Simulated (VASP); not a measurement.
# Ti₃Al: restarted molecular dynamics, 2 variants

Ti₃Al, P6_3/mmc (no. 194), 8 atoms in the cell. PBE, molecular dynamics; PAW potentials Ti, Al (PBE set).

| Restart from | Temperature at the end (K) | The same without a restart (K) | Potential energy at the end (eV/atom) | The same without a restart (eV/atom) | Electronic steps in the first step after the restart | Time (s) |
|---|---|---|---|---|---|---|
| CONTCAR with velocities, WAVECAR read | 1751.0 | 1751.0 | -6.73251 | -6.73251 | 8 | 231 |
| CONTCAR with velocities, no WAVECAR | 1751.0 | 1751.0 | -6.73251 | -6.73251 | 21 | 232 |

Limits: 120 fs of 8 atoms are too short for converged averages; the cell is only 4.7 Å across, so each atom moves in step with near copies of itself.

## Input of the first row

INCAR.step1:
```
GGA      = PE             # functional
PREC     = Normal         # precision mode
ENCUT    = 240            # plane-wave cutoff, eV
EDIFF    = 1E-6           # SCF threshold, eV
NELMIN   = 4            
NELM     = 60             # most SCF steps
ALGO     = Fast           # electronic algorithm
LREAL    = Auto         
LASPH    = True           # aspherical terms in the spheres
ISMEAR   = -1             # smearing method
SIGMA    = 0.069          # smearing width, eV
ISYM     = 0            
LWAVE    = True           # write WAVECAR
LCHARG   = False          # write CHGCAR
IBRION   = 0              # ionic algorithm
NSW      = 30             # ionic steps
POTIM    = 2.0            # step
TEBEG    = 1600         
ISIF     = 2              # what is computed and relaxed
RANDOM_SEED= 886491 0 0   
MDALGO   = 2            
SMASS    = 0            
KPAR     = 2             
```

INCAR.step2, as INCAR.step1 but for:
```
- LWAVE = True
+ LWAVE = False
```

KPOINTS:
```
k-points
0
Gamma
  3 3 3
```

POSCAR.step1:
```
Ti3Al
1.0
    5.7640000000      0.0000000000      0.0000000000
   -2.8820000000      4.9917704274      0.0000000000
    0.0000000000      0.0000000000      4.6640000000
Ti Al
6 2
Direct
    0.1667000000      0.3334000000      0.7500000000
    0.3334000000      0.1667000000      0.2500000000
    0.1667000000      0.8333000000      0.7500000000
    0.8333000000      0.6666000000      0.2500000000
    0.6666000000      0.8333000000      0.7500000000
    0.8333000000      0.1667000000      0.2500000000
    0.6666666667      0.3333333333      0.7500000000
    0.3333333333      0.6666666667      0.2500000000
```

Commands (each step's output is kept before the next begins):
```
cat potpaw_PBE.64/Ti/POTCAR potpaw_PBE.64/Al/POTCAR > POTCAR
cp INCAR.step1 INCAR
cp POSCAR.step1 POSCAR
mpirun -np 2 vasp_std > vasp.out
cp CONTCAR POSCAR
cp INCAR.step2 INCAR
mpirun -np 2 vasp_std > vasp.out
```

Changes of the last row against the first:
```
(step 1)
- LWAVE = True
+ LWAVE = False
```

VASP 6.6.1 took 231 s on 2 cores (AMD EPYC 7R13 (Zen 3)), a shared host.
